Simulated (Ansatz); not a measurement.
Ru:

```xyz
2
Lattice="2.7058 0.0000 0.0000 -1.3529 2.3433 0.0000 0.0000 0.0000 4.2819" Properties=species:S:1:pos:R:3 pbc="T T T"
Ru    1.3529    0.7811    3.2114
Ru    0.0000    1.5622    1.0705
```

Below is the output of Ansatz 0.2.0 for this cell. Logs are shortened: lines on timing, memory, paths and dates and some standing lists are left out, and cuts for length are marked.

```text
Warning: RAYON_NUM_THREADS=1 ignored (pool sized by the plan → 1); use --threads N
The last accepted step is kept in <dir> (removed where the run ends without a failure and the disk answers)
LAPW: plane waves up to 8.870 Å⁻¹, error target 1.0e-3 eV per atom; small_component_spin mean_spin; Ru in spheres of 1.285 Å, 32 of its electrons in bands, Dirac shells [] (how accurate: hamiltonian.pseudopotentials.lapw.basis_error, Limitations)
Engine: ansatz 0.2.0, x86_64-unknown-linux-gnu
Pseudopotentials: kind: all_electron
Pseudopotential: Ru, LAPW, valence charge 32, lapw/all_electron/scalar/gaussian/Ru, Koelling and Harmon's equation, gaussian nucleus
Functional definition: PBEsol
  exchange = pbesol_x
  correlation = pbesol_c
Crystal: 2 atoms, lattice volume = 27.149 Å³
Basis set: ecut = 299.737059481685 eV, 313 PW (Γ), exchange–correlation at level 2
Bands: 39, of which v1, the nominal top of the filled ones, is band 32 counted from 1 (31 counted from 0)
Symmetry: 24 space group operations
Space group: P63/mmc (ITA 194), of the structure as read, at distance tolerance 3.0e-5 Å
k-points: 64 of 726
Non-local potential: Ru, projectors of the file, none
Initial density: superposition of atomic densities (chi_scale 0.1, normalization cell)
Initial wavefunctions: plane waves of lowest kinetic energy (no species holds an atomic orbital)
Functional: x = pbesol(κ = 0.804, μ = 0.12345679012345678), c = pbesol(β = 0.046)
iter 1 solved again at ethr=8.14e-4 eV; its pass at ethr=1.00e-1 eV (dr2=5.21e-1 eV) is discarded
SCF iter   1: F=—  HF=-246467.390107 eV  |F-HF|=—  |Δ(HF+E_count)|=         —  Δρ=5.99e-2  dr2=5.22e-1  ethr=8.14e-4  ⟨swp⟩=2.4  Hψ=15204  notcnv=0
preconditioner: auto → Kerker (q_TF=auto, 3.147 Å⁻¹)  [metal: Δε(μ)=0.072 eV  Ē_g=10.474 eV  σ=0.050 eV  W_gap=0.34  n_scr=22 (ndim 8)  ℏωp=28.5 eV  f_vac=0.000  D(μ)=1.95/eV (n_scr^D=22)]
iter 2 solved again at ethr=6.91e-5 eV; its pass at ethr=8.14e-4 eV (dr2=4.42e-2 eV) is discarded
SCF iter   2: F=—  HF=-246466.071169 eV  |F-HF|=—  |Δ(HF+E_count)|=    1.32e0  Δρ=1.49e-2  dr2=4.43e-2  ethr=6.91e-5  ⟨swp⟩=2.0  Hψ=12833  notcnv=0
SCF iter   3: F=—  HF=-246466.031111 eV  |F-HF|=—  |Δ(HF+E_count)|=   4.01e-2  Δρ=1.37e-2  dr2=3.84e-2  ethr=6.91e-5  ⟨swp⟩=2.0  Hψ=7244  notcnv=0
SCF iter   4: F=—  HF=-246466.024926 eV  |F-HF|=—  |Δ(HF+E_count)|=   6.18e-3  Δρ=6.35e-3  dr2=9.78e-3  ethr=6.00e-5  ⟨swp⟩=2.0  Hψ=6407  notcnv=0
SCF iter   5: F=—  HF=-246466.024262 eV  |F-HF|=—  |Δ(HF+E_count)|=   6.64e-4  Δρ=1.61e-3  dr2=7.19e-4  ethr=1.53e-5  ⟨swp⟩=2.0  Hψ=7237  notcnv=0
SCF iter   6: F=—  HF=-246466.024267 eV  |F-HF|=—  |Δ(HF+E_count)|=   5.07e-6  Δρ=3.03e-4  dr2=2.33e-5  ethr=1.12e-6  ⟨swp⟩=2.0  Hψ=7255  notcnv=0
[... 56 lines left out ...]
basis re-selected at this cell: Δ(F+E_penalty+E_count) = -1.266e-6 eV, ΔP = -0.000 GPa vs the last step (what re-selecting the basis moved, after the strain that the cell walked since its last selection, with what the two solves' SCF thresholds leave and, on support functions, any second-order correction that the steps lacked; it is no measure of the basis error at this ecutwfc). This SCF's stress stands 4.22e-3 GPa from its target on what of the cell is left free (relax.cell.stress_tol is 5.00e-2 GPa) and its largest allowed force component is 9.25e-18 eV/Å (relax.f_tol is 1.00e-2 eV/Å): within both
SCF converged after 2 iterations
Free energy (F): -246465.955291 eV
Harris-Foulkes:  -246465.955291 eV  (|F-HF|=1.25e-9)
Internal energy: -246465.940050 eV  (E = F + TS)
E sigma→0 (E₀):  -246465.947671 eV
Entropy (-TS):   -0.015241 eV (-7.620 meV/atom)
Fermi energy:    27.799669 eV
--- Per-component energies (eV) ---
  E_band       = -9798.767394
  E_kinetic    = 256283.374047
  E_xc         = -7159.253202
  E_electrostatic = -495590.060894  (all electrons and nuclei)
  E_smearing   = -0.015241  (= −TS)
  E_closure    = 0.000000  (closes the sum)
  E_atoms      = -246445.692274  (free atoms, spherical and without spin; not in F)
  Σ components = -246465.955291   (vs F -246465.955291, Δ=0.00e0)
  Basis errors (estimates in eV, not in F): energy 2.3e-4 per atom: plane waves 2.2e-4 (1.2e-4 summed), levels above the bands 1.5e-108, relativity 2.4e-8, radial functions 1.0e-5, core shells 2.5e-7; eigenvalues (radial functions only) 2.1e-6; not estimated: angular momenta, meshes, grids; target (lapw.basis_error) 1.0e-3; muffin-tin radii Ru 1.256 Å
--- Forces (eV/Å), atoms counted from 1 ---
  atom   1  Ru     0.00000000     0.00000000    -0.00000000
  atom   2  Ru     0.00000000    -0.00000000     0.00000000
  max |Σ_I F_I| component: 2.78e-17 eV/Å
--- Stress (GPa, compression-positive) ---
       20.002262       0.000000      -0.000000
        0.000000      20.002262      -0.000000
       -0.000000      -0.000000      19.995781
  P = ⅓ Tr σ = 20.0001 GPa (200.001 kbar)
--- Relaxed structure (5 steps of the walk, 4 accepted, 1 SCFs on fresh bases) ---
  F+E_penalty+E_count = -246465.95529097 eV   max|allowed force component| = 9.252e-18 eV/Å   (the final SCF, on the basis selected at the relaxed cell)
  cell:  # Å, volume = 25.3160 Å³
    - [2.641603151408474, 0.0, -5.418345413796796e-35]
    - [-1.320801575704237, 2.287695435836769, -1.9676433774519384e-18]
    - [-8.57447454621116e-35, -3.595477576218549e-18, 4.189179739081241]
  atoms:
    - { symbol: Ru, position: [0.6666666666666665, 0.33333333333333337, 0.7499999999999999] }
    - { symbol: Ru, position: [0.33333333333333337, 0.6666666666666667, 0.25] }
```

Q: What input gives this log?

A: Relaxation of cell and atoms with PBEsol, no spin polarisation. The files as run (others can give the same):

input.yaml
```yaml
crystal:
  lattice:
    - [2.7058, 0.0, 0.0]
    - [-1.3529, 2.3432915376, 0.0]
    - [0.0, 0.0, 4.2819]
  atoms:
    - { symbol: Ru, position: [0.6666666667, 0.3333333333, 0.75] }
    - { symbol: Ru, position: [0.3333333333, 0.6666666667, 0.25] }
kpoints:
  mp_grid: { grid: [11, 11, 6] }
scf:
  occupations: { method: fermi_dirac, width: 0.05 }
hamiltonian:
  xc: pbesol
  pseudopotentials: { kind: all_electron, lapw: { basis_error: 0.001 } }
output:
  forces: true
  stress: true
relax:
  f_tol: 0.01
  max_steps: 60
  cell: { p_target: 20 }
```

Potentials or basis: all-electron LAPW, scalar-relativistic.
Command:
```sh
$ ansatz run input.yaml --threads 1 --pin off --max-ram 3072MiB --backend cpu --events-out ev --progress --plain --runs-dir out
```
